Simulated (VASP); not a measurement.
## ZnS (F-43m): a series in uniaxial stress along [111]

Wanted: the response of ZnS to uniaxial stress along [111], as a table, with a fit that predicts a row left out.

Main program and level: VASP 6.6.1; LDA; plane waves and PAW (Zn, S), in the first sound run; inputs show where later runs differ.

### 1. Set-up

Symmetry: F-43m, No. 216, cubic system. The conventional cell has a = 5.410 Å, b = 5.410 Å, c = 5.410 Å, α = 90.00°, β = 90.00°, γ = 90.00°. Nearest to Zn lie 4 S at 2.34 Å. S has 4 Zn at 2.34 Å nearest. Farther neighbours and most contacts between anions are not listed.

### 2. Relax the crystal, LDA

The series starts from the cell that this level prefers, so that zero strain is near zero stress.

This step took 2 runs in a row; the last is shown.

Level: LDA; plane waves and PAW (Zn, S).

INCAR reads:

```
SYSTEM = ZnS
PREC = Accurate
ENCUT = 450
EDIFF = 1E-07
NELM = 120
ISMEAR = 0
SIGMA = 0.02
LREAL = .FALSE.
ALGO = Normal
GGA = CA
NBANDS = 15
LASPH = .TRUE.
LORBIT = 11
LWAVE = .FALSE.
LCHARG = .FALSE.
KPAR = 12
IBRION = 2
NSW = 40
ISIF = 3
EDIFFG = -0.005
POTIM = 0.4
```

POSCAR reads:

```
ZnS
1.0
    0.0000000000      2.6503118734      2.6503118734
    2.6503118734      0.0000000000      2.6503118734
    2.6503118734      2.6503118734      0.0000000000
Zn S
1 1
Direct
    0.0000000000      0.0000000000      0.0000000000
    0.2500000000      0.2500000000      0.2500000000
```

KPOINTS reads:

```
Automatic mesh
0
Gamma
10 10 10
0 0 0
```

PAW data sets: Zn and S (LDA family, release 64).

Launch:

```console
$ mpirun -np 12 vasp_std
```

What it wrote:

```text
[banner, memory and clock lines left out]
running   12 mpi-ranks, on    1 nodes
[...]
|                                                                             |
|           W    W    AA    RRRRR   N    N  II  N    N   GGGG   !!!           |
|           W    W   A  A   R    R  NN   N  II  NN   N  G    G  !!!           |
|           W    W  A    A  R    R  N N  N  II  N N  N  G       !!!           |
|           W WW W  AAAAAA  RRRRR   N  N N  II  N  N N  G  GGG   !            |
|           WW  WW  A    A  R   R   N   NN  II  N   NN  G    G                |
|           W    W  A    A  R    R  N    N  II  N    N   GGGG   !!!           |
|                                                                             |
|     For optimal performance we recommend to set                             |
|       NCORE = 2 up to number-of-cores-per-socket                            |
|     NCORE specifies how many cores store one orbital (NPAR=cpu/NCORE).      |
|     This setting can greatly improve the performance of VASP for DFT.       |
[...]
|     Unfortunately you need to use the default for GW and RPA                |
|     calculations (for HF NCORE is supported but not extensively tested      |
|     yet).                                                                   |
|                                                                             |

 LDA part: xc-table for (Slater(with rela. corr.)+CA(PZ))
 , standard interpolation
 POSCAR, INCAR and KPOINTS ok, starting setup
[...]
entering main loop
       N       E                     dE             d eps       ncg     rms          rms(c)
DAV:   1     0.844924030786E+02    0.84492E+02   -0.83039E+03  1417   0.133E+03
DAV:   2    -0.297509783206E+01   -0.87468E+02   -0.82414E+02  1599   0.256E+02
DAV:   3    -0.858274073898E+01   -0.56076E+01   -0.55833E+01  1753   0.659E+01
DAV:   4    -0.864432556651E+01   -0.61585E-01   -0.61569E-01  1669   0.714E+00
[...]
DAV:  11    -0.820746683201E+01    0.32620E-05   -0.10281E-05  2185   0.683E-02    0.404E-03
DAV:  12    -0.820746695399E+01   -0.12199E-06   -0.12543E-06  1697   0.113E-02    0.155E-03
DAV:  13    -0.820746695555E+01   -0.15564E-08   -0.39808E-08  1062   0.174E-03
   1 F= -.82074670E+01 E0= -.82074670E+01  d E =-.820747E+01
[...]
reached required accuracy - stopping structural energy minimisation
```

The job ended after 2.6 s (12 MPI ranks of Intel Xeon 6975P-C (Granite Rapids), shared host; peak memory 1.8 GiB; 24 s of CPU time).

The logs omit lines about the potential files and the build; timing stands in the text.

From OUTCAR (step 2):

```text
  Total       -0.0065099     -0.0065099     -0.0065099      0.0000000     -0.0000000      0.0000000
  in kB       -0.2801341     -0.2801341     -0.2801341      0.0000000     -0.0000000      0.0000000
  external PRESSURE =      -0.2801341 kB  Pullay stress =       0.0000000 kB

 POSITION                                       TOTAL-FORCE (eV/Angst)
 -----------------------------------------------------------------------------------
      0.00000      0.00000      0.00000        -0.000000     -0.000000     -0.000000
      1.32516      1.32516      1.32516         0.000000      0.000000      0.000000
 -----------------------------------------------------------------------------------
    total drift:                                0.000001      0.000001      0.000001

  FREE ENERGIE OF THE ION-ELECTRON SYSTEM (eV)
  ---------------------------------------------------
  free  energy   TOTEN  =        -8.2074669555 eV

  energy  without entropy=       -8.2074669555  energy(sigma->0) =       -8.20746696

 reached required accuracy - stopping structural energy minimisation

[... 3 further parts left out ...]
[key lines of the parts left out:]
E-fermi :   2.5842
```

This run gave:

- energy(sigma→0) of the program: -8.2075 eV
- stress, compression positive: -0.03 along [111], -0.03 across it (mean), GPa
- volume: 37.232 Å³
- ionic steps: 1

### 3. Strain across the axis, LDA

One member in full: the axis is strained by -2 %, and the two directions across it are strained alike until their mean stress is under 0.012 GPa or five steps are spent.

This step took 3 runs, each at a new trial strain with the atoms of the one before; the last is shown.

Level: LDA; plane waves and PAW (Zn, S); cell typed or built by script.

Edit INCAR of step 2 so:

```diff
@@ -15,7 +15,7 @@
 LCHARG = .FALSE.
-KPAR = 12
-IBRION = 2
-NSW = 40
-ISIF = 3
-EDIFFG = -0.005
-POTIM = 0.4
+KPAR = 3
+IBRION = 1
+NSW = 25
+ISIF = 2
+EDIFFG = -0.004
+POTIM = 0.3
```

POSCAR reads:

```
ZnS
1.0
   -0.0441609230      2.6193860970      2.6193860970
    2.6193860970     -0.0441609230      2.6193860970
    2.6193860970      2.6193860970     -0.0441609230
Zn S
1 1
Direct
    0.9982251336      0.9982251336      0.9982251336
    0.2517748664      0.2517748664      0.2517748664
```

KPOINTS is that of step 2.

Launch:

```console
$ mpirun -np 3 vasp_std
```

What it wrote:

```text
[banner, memory and clock lines left out]
running    3 mpi-ranks, on    1 nodes
[...]
LDA part: xc-table for (Slater(with rela. corr.)+CA(PZ))
 , standard interpolation
 POSCAR, INCAR and KPOINTS ok, starting setup
[...]
entering main loop
       N       E                     dE             d eps       ncg     rms          rms(c)
DAV:   1     0.837104486909E+02    0.83710E+02   -0.84305E+03  3480   0.134E+03
DAV:   2    -0.330729835633E+01   -0.87018E+02   -0.81920E+02  3970   0.255E+02
DAV:   3    -0.858558013871E+01   -0.52783E+01   -0.52578E+01  4271   0.642E+01
DAV:   4    -0.864179191491E+01   -0.56212E-01   -0.56197E-01  4271   0.691E+00
[...]
DAV:  11    -0.820118008331E+01    0.32969E-05   -0.11627E-05  5486   0.733E-02    0.470E-03
DAV:  12    -0.820118018165E+01   -0.98334E-07   -0.13549E-06  4145   0.132E-02    0.200E-03
DAV:  13    -0.820118018891E+01   -0.72623E-08   -0.67740E-08  2713   0.266E-03
   1 F= -.82011802E+01 E0= -.82011802E+01  d E =-.820118E+01
 BRION: g(F)=  0.792E-05 g(S)=  0.000E+00
[...]
N       E                     dE             d eps       ncg     rms          rms(c)
DAV:   1    -0.820118534740E+01   -0.51657E-05   -0.68509E-04  3655   0.195E-01    0.683E-03
DAV:   2    -0.820118653309E+01   -0.11857E-05   -0.12540E-05  4180   0.274E-02    0.260E-03
DAV:   3    -0.820118650409E+01    0.28997E-07   -0.94310E-08  3498   0.292E-03
   2 F= -.82011865E+01 E0= -.82011865E+01  d E =-.631518E-05
 BRION: g(F)=  0.281E-05 g(S)=  0.000E+00 retain N=  1 mean eig= 2.47
 eig:   2.473
[...]
N       E                     dE             d eps       ncg     rms          rms(c)
DAV:   1    -0.820118750910E+01   -0.97600E-06   -0.14804E-03  3627   0.287E-01    0.101E-02
DAV:   2    -0.820118998928E+01   -0.24802E-05   -0.26380E-05  4180   0.398E-02    0.394E-03
DAV:   3    -0.820118993242E+01    0.56860E-07   -0.21529E-07  4179   0.430E-03
   3 F= -.82011899E+01 E0= -.82011899E+01  d E =-.342833E-05
 BRION: g(F)=  0.602E-12 g(S)=  0.000E+00 retain N=  1 mean eig= 2.47
 eig:   2.472
 reached required accuracy - stopping structural energy minimisation
```

Run time: 17 s. Hardware: 3 MPI ranks; peak memory 0.49 GiB.

Parts of OUTCAR (step 3):

```text
  Total        0.1967079      0.1967079      0.1967079      0.1967162      0.1967162      0.1967162
  in kB        8.5518215      8.5518215      8.5518215      8.5521825      8.5521825      8.5521825
  external PRESSURE =       8.5518215 kB  Pullay stress =       0.0000000 kB

 POSITION                                       TOTAL-FORCE (eV/Angst)
 -----------------------------------------------------------------------------------
      5.18588      5.18588      5.18588        -0.000002     -0.000002     -0.000002
      1.30739      1.30739      1.30739         0.000002      0.000002      0.000002
 -----------------------------------------------------------------------------------
    total drift:                               -0.000011     -0.000011     -0.000011

  FREE ENERGIE OF THE ION-ELECTRON SYSTEM (eV)
  ---------------------------------------------------
  free  energy   TOTEN  =        -8.2011899324 eV

  energy  without entropy=       -8.2011899324  energy(sigma->0) =       -8.20118993

[... 1 part as in an earlier step ...]

[... 3 further parts left out ...]
[key lines of the parts left out:]
E-fermi :   2.7720
```

Read from the output:

* energy(sigma→0) of the program: -8.2012 eV
* stress, compression positive: 2.57 along [111], 0.00 across it (mean), GPa
* ionic steps: 3

### 4. Band edges, TB-mBJ with spin-orbit coupling

Short lines in KPOINTS_OPT sample the zone centre along and across the axis, for masses, and the other valleys.

Level: TB-mBJ, spin-orbit coupling; plane waves and PAW (Zn, S); cell typed or built by script.

TB-mBJ has no energy functional, so the total energy, stress and pressure in this output mean nothing.

INCAR reads:

```
SYSTEM = ZnS
PREC = Accurate
ENCUT = 450
EDIFF = 1E-06
NELM = 150
ISMEAR = 0
SIGMA = 0.02
LREAL = .FALSE.
ALGO = Normal
METAGGA = MBJ
LASPH = .TRUE.
LNONCOLLINEAR = .TRUE.
MAGMOM = 0 0 0 0 0 0
NBANDS = 28
GGA_COMPAT = .FALSE.
LSORBIT = .TRUE.
LWAVE = .FALSE.
LCHARG = .FALSE.
KPAR = 3
```

POSCAR reads:

```
ZnS
1.0
   -0.0441609230      2.6193860970      2.6193860970
    2.6193860970     -0.0441609230      2.6193860970
    2.6193860970      2.6193860970     -0.0441609230
Zn S
1 1
Direct
    0.9983182142      0.9983182142      0.9983182142
    0.2516817858      0.2516817858      0.2516817858
```

KPOINTS reads:

```
Automatic mesh
0
Gamma
8 8 8
0 0 0
```

KPOINTS_OPT reads:

```
Line mode
6
Line-mode
Reciprocal
  0.00000000   0.00000000   0.00000000
  0.02386616   0.02386616   0.02386616

  0.00000000   0.00000000   0.00000000
 -0.01498772   0.01498772   0.00000000

  0.31000000   0.31000000   0.00000000
  0.50000000   0.50000000   0.00000000

  0.00000000   0.31000000   0.31000000
  0.00000000   0.50000000   0.50000000

  0.45000000   0.45000000   0.45000000
  0.50000000   0.50000000   0.50000000

  0.45000000   0.00000000   0.00000000
  0.50000000   0.00000000   0.00000000

  0.42500000   0.42500000   0.00000000
  0.42464858   0.44584441   0.02084441

  0.50000000   0.50000000   0.50000000
  0.48501228   0.51498772   0.50000000
```

Launch:

```console
$ mpirun -np 3 vasp_ncl
```

What it wrote:

```text
[banner, memory and clock lines left out]
running    3 mpi-ranks, on    1 nodes
[...]
|                                                                             |
|               ----> ADVICE to this user running VASP <----                  |
|                                                                             |
|     You enforced a specific xc type in the INCAR file but a different       |
|     [... a line on the potential file left out ...]
|     I HOPE YOU KNOW WHAT YOU ARE DOING!                                     |
|                                                                             |

 LDA part: xc-table for (None), standard interpolation
 POSCAR, INCAR and KPOINTS ok, starting setup
[...]
entering main loop
       N       E                     dE             d eps       ncg     rms          rms(c)
DAV:   1     0.990448827591E+02    0.99045E+02   -0.76414E+03  6728   0.141E+03
DAV:   2    -0.147088149597E+02   -0.11375E+03   -0.10745E+03  6812   0.314E+02
DAV:   3    -0.266566142797E+02   -0.11948E+02   -0.11791E+02  7820   0.105E+02
DAV:   4    -0.269560137534E+02   -0.29940E+00   -0.29878E+00  7592   0.163E+01
[...]
DAV:  43    -0.242367537585E+02   -0.48051E-05   -0.20531E-11  3480   0.466E-05    0.801E-05
DAV:  44    -0.242367519514E+02    0.18071E-05   -0.14743E-11  3464   0.414E-05    0.593E-05
DAV:  45    -0.242367526409E+02   -0.68947E-06   -0.19138E-12  3468   0.169E-05
   1 F= -.24236753E+02 E0= -.24236753E+02  d E =-.137649E-13  mag=    -0.0000     0.0000     0.0000
 Start KPOINTS_OPT (optional k-point list driver)
k-point batch [1-48\48]
       N       E                     dE             ncg
DAV:   1     0.446277989828E+04   -0.14857E+05     2688
DAV:   2    -0.111202167765E+04   -0.55748E+04     2724
DAV:   3    -0.166593675568E+04   -0.55392E+03     3088
DAV:   4    -0.167664375056E+04   -0.10707E+02     3172
DAV:   5    -0.167673333679E+04   -0.89586E-01     3264
DAV:   6    -0.167673470481E+04   -0.13680E-02     3200
DAV:   7    -0.167673473303E+04   -0.28225E-04     3368
DAV:   8    -0.167673473361E+04   -0.57824E-06     2276
```

Run time: 4.7 min. Hardware: 3 MPI ranks; peak memory 1.4 GiB; 13 min of CPU time.

Parts of OUTCAR (step 4):

```text
  LATTYP: Found a trigonal (rhomboedric) cell.
 ALAT       =     3.7046345619
 COS(alpha) =     0.4830720826

 Subroutine GETGRP returns: Found  6 space group operations
 (whereof  6 operations were pure point group operations)

The static configuration has the point symmetry C_3v.

 Found    120 irreducible k-points:

   k-points           NKPTS =    120   k-points in BZ     NKDIM =    120   number of bands    NBANDS=     28

   dimension x,y,z NGX =    28 NGY =   28 NGZ =   28
   dimension x,y,z NGXF=    56 NGYF=   56 NGZF=   56

   ENCUT  =  450.0 eV  33.07 Ry    5.75 a.u.   6.41  6.41  6.41*2*pi/ulx,y,z

   NELECT =      18.0000    total number of electrons

 E-fermi :   3.2510

 k-point     1 :       0.0000    0.0000    0.0000
  band No.  band energies     occupation
    ...
     14       3.0079      1.00000
     15       3.0346      1.00000
     16       3.0346      1.00000
     17       3.1590      1.00000
     18       3.1590      1.00000
     19       7.0026      0.00000
     20       7.0026      0.00000
     21      10.3718      0.00000
     22      10.3718      0.00000
     23      10.4755      0.00000
    ...

 k-point     2 :       0.1250   -0.0000   -0.0000
  band No.  band energies     occupation
    ...
     14       2.1115      1.00000
     15       2.8765      1.00000
     16       2.8825      1.00000
     17       2.9990      1.00000
     18       3.0081      1.00000
     19       7.6820      0.00000
     20       7.6835      0.00000
     21      10.4036      0.00000
     22      10.4099      0.00000
     23      10.7011      0.00000
    ...

  Total      -92.3701975    -92.3701975    -92.3701975      0.2238293      0.2238293      0.2238293
  in kB    -4015.7684691  -4015.7684691  -4015.7684691      9.7309150      9.7309150      9.7309150
  external PRESSURE =   -4015.7684691 kB  Pullay stress =       0.0000000 kB

 POSITION                                       TOTAL-FORCE (eV/Angst)
 -----------------------------------------------------------------------------------
      5.18588      5.18588      5.18588         0.138303      0.138303      0.138303
      1.30739      1.30739      1.30739        -0.138303     -0.138303     -0.138303
 -----------------------------------------------------------------------------------
    total drift:                                0.248088      0.248088      0.248088

  FREE ENERGIE OF THE ION-ELECTRON SYSTEM (eV)
  ---------------------------------------------------
  free  energy   TOTEN  =       -24.2367526409 eV

  energy  without entropy=      -24.2367526409  energy(sigma->0) =      -24.23675264

 Spin-Orbit-Coupling matrix elements
 Ion:    1  E_soc:     -0.0076988
 Ion:    2  E_soc:     -0.0020936

[... 1 part as in an earlier step ...]

[... 7 further parts left out ...]
```

### 5. Band edges, r2SCAN with spin-orbit coupling

Short lines in KPOINTS_OPT sample the zone centre along and across the axis, for masses, and the other valleys.

Level: r2SCAN, spin-orbit coupling; plane waves and PAW (Zn, S); cell typed or built by script.

Edit INCAR of step 4 so:

```diff
@@ -4,3 +4,3 @@
 EDIFF = 1E-06
-NELM = 150
+NELM = 100
 ISMEAR = 0
@@ -9,3 +9,3 @@
 ALGO = Normal
-METAGGA = MBJ
+METAGGA = R2SCAN
 LASPH = .TRUE.
```

POSCAR is that of step 4.

KPOINTS is that of step 4.

KPOINTS_OPT is that of step 4.

Launch:

```console
$ mpirun -np 3 vasp_ncl
```

What it wrote:

```text
[banner, memory and clock lines left out]
running    3 mpi-ranks, on    1 nodes
[...]
[... a notice as in an earlier step ...]

 LDA part: xc-table for (None), standard interpolation
 POSCAR, INCAR and KPOINTS ok, starting setup
[...]
entering main loop
       N       E                     dE             d eps       ncg     rms          rms(c)
DAV:   1    -0.462219478133E+02   -0.46222E+02   -0.80078E+03  6732   0.148E+03
DAV:   2    -0.163695263402E+03   -0.11747E+03   -0.11118E+03  6836   0.333E+02
DAV:   3    -0.176017062448E+03   -0.12322E+02   -0.12172E+02  7784   0.108E+02
DAV:   4    -0.176312473546E+03   -0.29541E+00   -0.29483E+00  7652   0.168E+01
[...]
DAV:  12    -0.173286940866E+03   -0.57488E-04   -0.91012E-05  7836   0.236E-01    0.568E-02
DAV:  13    -0.173286948382E+03   -0.75158E-05   -0.36780E-05  8484   0.124E-01    0.990E-03
DAV:  14    -0.173286948335E+03    0.46684E-07   -0.17876E-06  7060   0.131E-02
   1 F= -.17328695E+03 E0= -.17328695E+03  d E =-.201105E-12  mag=    -0.0000     0.0000     0.0000
 Start KPOINTS_OPT (optional k-point list driver)
k-point batch [1-48\48]
       N       E                     dE             ncg
DAV:   1     0.372920837985E+04   -0.15591E+05     2688
DAV:   2    -0.194808151296E+04   -0.56773E+04     2740
DAV:   3    -0.252769955606E+04   -0.57962E+03     3088
DAV:   4    -0.254032669113E+04   -0.12627E+02     3200
DAV:   5    -0.254048354277E+04   -0.15685E+00     3288
DAV:   6    -0.254048684580E+04   -0.33030E-02     3224
DAV:   7    -0.254048693414E+04   -0.88342E-04     3360
DAV:   8    -0.254048693657E+04   -0.24351E-05     2516
DAV:   9    -0.254048693679E+04   -0.22206E-06     2208
```

The job ended after 5.3 min (3 MPI ranks; peak memory 1.3 GiB; 14 min of CPU time).

From OUTCAR (step 5):

```text
  Total        1.1530025      1.1530025      1.1530025      0.2029069      0.2029069      0.2029069
  in kB       50.1264607     50.1264607     50.1264607      8.8213227      8.8213227      8.8213227
  external PRESSURE =      50.1264607 kB  Pullay stress =       0.0000000 kB

 POSITION                                       TOTAL-FORCE (eV/Angst)
 -----------------------------------------------------------------------------------
      5.18588      5.18588      5.18588        -0.008927     -0.008927     -0.008927
      1.30739      1.30739      1.30739         0.008927      0.008927      0.008927
 -----------------------------------------------------------------------------------
    total drift:                                0.000650      0.000650      0.000650

  FREE ENERGIE OF THE ION-ELECTRON SYSTEM (eV)
  ---------------------------------------------------
  free  energy   TOTEN  =      -173.2869483352 eV

  energy  without entropy=     -173.2869483352  energy(sigma->0) =     -173.28694834

[... 2 parts as in an earlier step ...]

[... 1 further part left out ...]
[key lines of the parts left out:]
E-fermi :   2.7675
```

This run gave:

* energy(sigma→0) of the program: -173.2869 eV
* stress, compression positive: 6.78 along [111], 4.13 across it (mean), GPa

The run ends at a pressure of 5.01 GPa, with forces up to 0.015 eV/Å.

(Continued in part 2 of 2.)

[Lines on the potential files, build, host, timing and source positions are cut from VASP's logs without a mark.]

[Logs are printed without paths, hosts, clocks, repeated set-up lines and the standing remarks that a program may print on its own settings, such as how far it seeks lower states.]

[Hosts, paths, dates, database ids (printed as entryN), source tags and the programs' standing remarks are cut or masked in the printed files.]

[In band tables of VASP the shares of atoms and orbitals are scaled to a sum of 1 inside the atoms' spheres.]
